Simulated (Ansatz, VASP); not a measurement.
# One calculation of Sr, two programs

```
Sr
1.0
     4.31000    0.00000    0.00000
    -2.15500    3.73257    0.00000
     0.00000    0.00000    7.05000
Sr
2
Direct
  0.33333 0.66667 0.25000
  0.66667 0.33333 0.75000
```

This isn't the form of Sr at room conditions, which is fcc.

Alike in both runs: task single point; functional r2SCAN; k mesh 8 × 8 × 4; occupations methfessel-paxton of order 1, width 0.1 eV; no spin polarisation.

|  | VASP | Ansatz |
| --- | --- | --- |
| version | VASP 6.6.1 | Ansatz 0.2.0 |
| potentials or method | VASP PAW PBE potentials, release 64 (Sr_sv) | plane waves, PAW |
| plane-wave cutoff (eV) | 520 | 503 |
| valence electrons in the cell | 20 | 20 |

```tsv
	VASP	Ansatz	Ansatz less VASP
pressure (GPa)	0.2	0.1	-0.02
largest component of the traceless stress (GPa)	0.40	0.40	-0.002
```

Caveats: the PAW data sets were made with another functional, which shifts forces and pressure a little (VASP).
